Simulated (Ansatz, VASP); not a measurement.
HfSi3 in VASP and in Ansatz

```
Hf Si
1.0
     3.92355    0.00000    0.00000
     0.00000    3.92355    0.00000
     0.00000    0.00000    3.92355
Hf Si
1 3
Direct
  0.00000 0.00000 0.00000
  0.00000 0.50000 0.50000
  0.50000 0.00000 0.50000
  0.50000 0.50000 0.00000
```

Change from the starting cell: species swapped into the ScPt3 type (Pm-3m, No. 221).

Alike in both runs: task single point; functional PBE; k mesh 4 × 4 × 4; occupations gaussian, width 0.1 eV; no spin polarisation.

```csv
,VASP,Ansatz
version,VASP 6.6.1,Ansatz 0.2.0
potentials or method,"VASP PAW PBE potentials, release 64 (Hf_pv, Si)","scalar-relativistic, plane waves, PAW"
plane-wave cutoff (eV),520,420
valence electrons in the cell,22,38
```

|  | VASP | Ansatz | Ansatz less VASP |
| --- | --- | --- | --- |
| gap on the k mesh at the Fermi level (eV) | none | none | - |
| pressure (GPa) | 3.5 | 3.7 | +0.21 |

A gap of «none» marks a metal or a gap that the smearing closes. The functional is the same, so the differences come from potentials, cutoffs and numerics. The two sets of potentials don't hold the same shells in valence.

Caveats: the k mesh is coarse (spacing up to 0.40 Å⁻¹), so the values aren't converged. Spin-orbit coupling is left out, which matters for the levels of Hf.
